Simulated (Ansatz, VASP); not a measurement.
ZnO in VASP and in Ansatz

The input INCAR:

```
SYSTEM = ZnO
PREC     = Accurate       ! precision mode
ENCUT    = 520            ! plane-wave cutoff, eV
EDIFF    = 1E-7           ! SCF threshold, eV
ISMEAR   = 0              ! smearing method
SIGMA    = 0.02           ! smearing width, eV
LREAL    = .False.        ! projectors in reciprocal space
LASPH    = .True.         ! aspherical terms in the spheres
NELM     = 60             ! most SCF steps
ALGO     = Normal         ! electronic algorithm
ISIF     = 2              ! what is computed and relaxed
LWAVE    = .False.        ! write WAVECAR
LCHARG   = .False.        ! write CHGCAR
GGA      = PS             ! functional
NBANDS   = 26             ! bands
```

The input KPOINTS:

```
Automatic mesh
0
Gamma
  9 9 4
  0 0 0
```

Contents of POSCAR:

```
ZnO
1.0
    3.2562711553      0.0000000000      0.0000000000
   -1.6281355776      2.8200135420      0.0000000000
    0.0000000000      0.0000000000      7.7034436169
Zn O
2 2
Direct
    0.0000000000      0.0000000000      0.7500000000
    0.0000000000      0.0000000000      0.2500000000
    0.3333333300      0.6666666700      0.2500000000
    0.6666666700      0.3333333300      0.7500000000
```

Input for Ansatz:

```yaml
crystal:
  lattice:
    - [3.2562711553, 0.0, 0.0]
    - [-1.6281355776, 2.820013542, 0.0]
    - [0.0, 0.0, 7.7034436169]
  atoms:
    - { symbol: Zn, position: [0.0, 0.0, 0.75] }
    - { symbol: Zn, position: [0.0, 0.0, 0.25] }
    - { symbol: O, position: [0.33333333, 0.66666667, 0.25] }
    - { symbol: O, position: [0.66666667, 0.33333333, 0.75] }
basis:
  ecutwfc: 420
kpoints:
  mp_grid: { grid: [9, 9, 4] }
hamiltonian:
  xc: pbesol
scf:
  occupations: { method: gaussian, width: 0.02 }
output:
  forces: true
  stress: true
  eigenvalues: true
```

Alike in both runs: task single point; functional PBEsol; k mesh 9 × 9 × 4; occupations gaussian, width 0.02 eV; no spin polarisation.

|  | VASP | Ansatz |
| --- | --- | --- |
| version | VASP 6.6.1 | Ansatz 0.2.0 |
| potentials or method | VASP PAW PBE potentials, release 64 (Zn, O) | scalar-relativistic, plane waves, PAW |
| plane-wave cutoff (eV) | 520 | 420 |
| valence electrons in the cell | 36 | 36 |

```csv
,VASP,Ansatz,Ansatz less VASP
gap on the k mesh at the Fermi level (eV),0.87,0.87,-0.001
least direct gap on the mesh (eV),0.87,0.87,-0.001
pressure (GPa),-1.2,-1.8,-0.67
largest component of the traceless stress (GPa),0.45,1.22,+0.772
```

Caveats: the PAW data sets were made with another functional, which shifts forces and pressure a little (VASP); an odd mesh through Γ misses points on the zone boundary, where band edges often lie.
